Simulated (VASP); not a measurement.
Output of a VASP run:

### OSZICAR
```
       N       E                     dE             d eps       ncg     rms          rms(c)
DAV:   1     0.631032138170E+02    0.63103E+02   -0.88778E+03   720   0.127E+03
DAV:   2    -0.273825299269E+02   -0.90486E+02   -0.85677E+02   944   0.281E+02
DAV:   3    -0.306291613681E+02   -0.32466E+01   -0.32345E+01   960   0.568E+01
DAV:   4    -0.306531750908E+02   -0.24014E-01   -0.24004E-01   884   0.562E+00
DAV:   5    -0.306534712637E+02   -0.29617E-03   -0.29613E-03   944   0.533E-01    0.910E+00
DAV:   6    -0.284668110366E+02    0.21867E+01   -0.74747E+00   828   0.248E+01    0.290E+00
DAV:   7    -0.284523272886E+02    0.14484E-01   -0.14921E-01   844   0.391E+00    0.185E+00
DAV:   8    -0.284602604153E+02   -0.79331E-02   -0.41408E-02   772   0.293E+00    0.268E-01
DAV:   9    -0.284591718344E+02    0.10886E-02   -0.29415E-03   952   0.549E-01    0.706E-02
DAV:  10    -0.284594935038E+02   -0.32167E-03   -0.82145E-04   824   0.246E-01    0.501E-02
DAV:  11    -0.284594592707E+02    0.34233E-04   -0.16557E-04   896   0.121E-01    0.403E-03
DAV:  12    -0.284594586663E+02    0.60444E-06   -0.40054E-06   872   0.219E-02
   1 F= -.28459459E+02 E0= -.28459459E+02  d E =-.107346E-10
```

File OUTCAR:
```
------------------------ aborting loop because EDIFF is reached ----------------------------------------
  FORCE on cell =-STRESS in cart. coord.  units (eV):
  Direction    XX          YY          ZZ          XY          YZ          ZX
  --------------------------------------------------------------------------------------
  Total        0.5792253      0.5792255      0.6327860      0.0000000      0.0000000      0.0000000
  in kB       33.5602947     33.5603065     36.6635968      0.0000000      0.0000000      0.0000000
  external PRESSURE =      34.5947327 kB  Pullay stress =       0.0000000 kB
  volume of cell :       27.65
      direct lattice vectors                 reciprocal lattice vectors
     1.350000000 -2.338269000  0.000000000     0.370370370 -0.213833396  0.000000000
     1.350000000  2.338269000  0.000000000     0.370370370  0.213833396  0.000000000
     0.000000000  0.000000000  4.380000000     0.000000000  0.000000000  0.228310502
 POSITION                                       TOTAL-FORCE (eV/Angst)
 -----------------------------------------------------------------------------------
      1.35000     -0.77942      2.19000        -0.000000      0.000000      0.005572
      1.35000      0.77942      0.00000        -0.000000     -0.000000      0.005572
      1.35000     -0.77942      3.84564        -0.000000     -0.000000     -0.005572
      1.35000      0.77942      1.65564         0.000000      0.000000     -0.005572
 -----------------------------------------------------------------------------------
    total drift:                               -0.000179      0.001584      0.008133
  FREE ENERGIE OF THE ION-ELECTRON SYSTEM (eV)
  ---------------------------------------------------
  free  energy   TOTEN  =       -28.4594586663 eV

  energy  without entropy=      -28.4594586663  energy(sigma->0) =      -28.45945867
```
(Selected blocks of OUTCAR.)

### POSCAR
```
BeO
1
    1.3500000000    -2.3382690000     0.0000000000
    1.3500000000     2.3382690000     0.0000000000
    0.0000000000     0.0000000000     4.3800000000
Be O
2 2
Direct
  0.6666670000   0.3333330000   0.5000000000
  0.3333330000   0.6666670000   0.0000000000
  0.6666670000   0.3333330000   0.8780000000
  0.3333330000   0.6666670000   0.3780000000
```

Q: Write an INCAR and KPOINTS that could have produced this output.

A: One answer among several that fit: the input of the run itself, PBE GGA, plane waves, VASP's PBE PAW potentials (set 64).

INCAR:
```
# general
SYSTEM = BeO
PREC   = Low
ENCUT  = 520
LREAL  = .FALSE.
LASPH  = .TRUE.

# electronic loop
EDIFF  = 1E-6
NELM   = 100
ALGO   = Normal

# smearing
ISMEAR = 0
SIGMA  = 0.05

# functional
GGA    = PE

# ions
ISIF   = 2

# output
LWAVE  = .FALSE.
LCHARG = .FALSE.
```

KPOINTS:
```
Automatic
0
Gamma
8 8 5
0 0 0
```

POTCAR, in this order: Be O (PBE.64 set). Program: vasp_std.

The compound is BeO in the wurtzite structure. The cell was not relaxed at this level. The run is one of a series of settings (PREC = Low against the base run), some of them coarse on purpose.
